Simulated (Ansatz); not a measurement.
# MoS2 in Ansatz: the effect of functional

The system is MoS2.

```
CELL_PARAMETERS angstrom
1.60636 0.92743 6.19547
-1.60636 0.92743 6.19547
0.00000 -1.85487 6.19547
ATOMIC_POSITIONS crystal
Mo 0.00000 0.00000 0.00000
S 0.25000 0.25000 0.25000
S 0.75000 0.75000 0.75000
```

Measurements of this composition are mostly on another form, of space group No. 194.

The cell isn't the ideal one: volume scaled by 1.04.

Alike in all runs:

```yaml
Program: Ansatz 0.2.0
Task: single point
Potentials_or_basis: Ansatz PAW
k_mesh: 10 × 10 × 10
Occupations: fermi-dirac, width 0.05 eV
Spin: no spin polarisation
```

```tsv
functional	cutoff	pressure (GPa)	largest force (eV/Å)
LDA	420 eV (not typed: the program's choice for these potentials)	-5.4	0.08
PBEsol	420 eV (not typed: the program's choice for these potentials)	-2.8	0.09
r2SCAN	500 eV (not typed: the program's choice for these potentials)	?	?
```

Question: What does the run with functional r2SCAN give?

Answer: Pressure 0.8 GPa; largest force 0.12 eV/Å.

Caveats: the cell's inner coordinates are idealised or old, which leaves forces on the atoms; the PAW data sets come from PBE, with cores solved anew for the run's functional, which leaves a small shift of forces and pressure.
